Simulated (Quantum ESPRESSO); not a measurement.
The system is Be.

```xyz
2
Lattice="-0.1336 -2.4765 -0.3752 -2.6732 -0.1336 -0.0298 -0.0298 -0.3752 -2.3690" Properties=species:S:1:pos:R:3 pbc="T T T"
Be   -1.4111   -1.4988   -1.3929
Be   -0.1706   -2.8455   -2.7382
```

This isn't the form of Be at room conditions, which is hcp.

Base run:

* Program: Quantum ESPRESSO 7.5
* Functional: PBE
* Potentials or basis: SSSP 1.3 efficiency PBE
* Cutoff: 748 eV
* Density cutoff: 5987 eV
* k mesh: 11 × 10 × 11
* Occupations: fermi-dirac, width 0.05 eV
* Spin: no spin polarisation

Its results: band gap on the k mesh none (metal or under the smearing width); pressure 16.5 GPa; largest force 0.191 eV/Å.

Task: The run is repeated on the same cell with these changes: potentials or basis from SSSP 1.3 efficiency PBE to PseudoDojo 0.4.1 SR LDA stringent; cutoff from 748 eV to 1442 eV; density cutoff from 5987 eV to 5769 eV; occupations from fermi-dirac, width 0.05 eV to fermi-dirac, width 0.1 eV. What comes out?

Result: Band gap on the k mesh none (metal or under the smearing width); pressure 15.5 GPa; largest force 0.190 eV/Å.

Caveats: so large a pressure means that the cell lies far from this level's equilibrium, or that cutoff or potentials fall short; the potentials were made for another functional, which shifts forces and pressure (some runs).
